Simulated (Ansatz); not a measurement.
## Levels of theory for KCl (h-MgO type)

All numbers come from the PAW code Ansatz. No spin polarisation. The prototype was imposed, so other structures may be more stable.

The cell is KCl, h-MgO type; cell and atoms were relaxed with r2SCAN. It is hexagonal, P6_3/mmc (No. 194); a = 5.344 Å, c = 6.239 Å in the conventional setting, 38.57 Å³ an atom. K is surrounded by 5 Cl at 3.09–3.12 Å; Cl is surrounded by 5 K at 3.09–3.12 Å.

Relaxed lattice by functional, symmetry kept:
```json
{"functional": "PBE", "k mesh": "6×6×4", "a (Å)": "5.392", "c (Å)": "6.324", "volume (Å³/atom)": "39.81"}
{"functional": "r2SCAN", "k mesh": "6×6×4", "a (Å)": "5.344", "c (Å)": "6.239", "volume (Å³/atom)": "38.57"}
{"functional": "PBEsol", "k mesh": "6×6×4", "a (Å)": "5.300", "c (Å)": "6.188", "volume (Å³/atom)": "37.63"}
{"functional": "LDA", "k mesh": "6×6×4", "a (Å)": "5.164", "c (Å)": "6.027", "volume (Å³/atom)": "34.80"}
{"functional": "HSE06", "k mesh": "6×6×4", "a (Å)": "5.372", "c (Å)": "6.283", "volume (Å³/atom)": "39.26"}
```

Band edges at fixed r2SCAN geometry:
```tsv
level	k mesh	gap (eV)	kind	edges	least direct gap (eV)
LDA	6×6×4	4.43	direct	Γ	4.43
PBE	6×6×4	4.77	direct	Γ	4.77
r2SCAN	6×6×4	5.35	direct	Γ	5.35
HSE06	6×6×4	6.02	direct	Γ	6.02
DDH-PBE0	6×6×4	8.74	direct	Γ	8.74
PBE0	6×6×4	6.76	direct	Γ	6.76
LC-ωPBE	6×6×4 alone	11.32	direct	Γ	11.32
G0W0@PBE (460 empty bands, 120 eV, 6×6×2)	6×6×2	7.57	–	Γ (mesh)	–
```
PBE: smearing of 0.02 eV; the others have fixed occupations.
Wave cutoffs: 420 eV, 500 eV (r2SCAN).
A mesh marked alone had no extra points solved.
The G0W0 gap is PBE's gap over the path plus the quasiparticle shift read on the mesh. G0W0 here is at a finite number of bands, screening cutoff and k mesh, not at the basis limit.

The HSE06 gap is direct at Γ: 6.02 eV.

r2SCAN covers 47 % of the step from PBE to HSE06. Among these functionals the gap stays direct.

r2SCAN (ground state on 6×6×4): The electronic dielectric tensor ε∞ is 1.94 along x and y, 2.02 along z. Born charges, averaged over directions: K +1.06, Cl -1.06 e. PBE (ground state on 6×6×4): The electronic dielectric tensor ε∞ is 2.00 along x and y, 2.09 along z. Born charges, averaged over directions: K +1.07, Cl -1.07 e.

On the PBEsol cell (a = 5.300 Å, c = 6.188 Å), with PBEsol: All optical modes at Γ are real, from 60 to 155 cm⁻¹ without the longitudinal term; this says nothing of other wave vectors. With the long-range field the highest mode reaches 208 cm⁻¹. ε∞: 2.03 along x and y, 2.14 along z. With the ions relaxed, ε⁰ is 3.7 along x and y, 4.3 along z. Born charges, averaged over directions: K +1.07, Cl -1.07 e.

The meshes of the hybrids are coarse, so their gaps aren't converged to the digits shown.
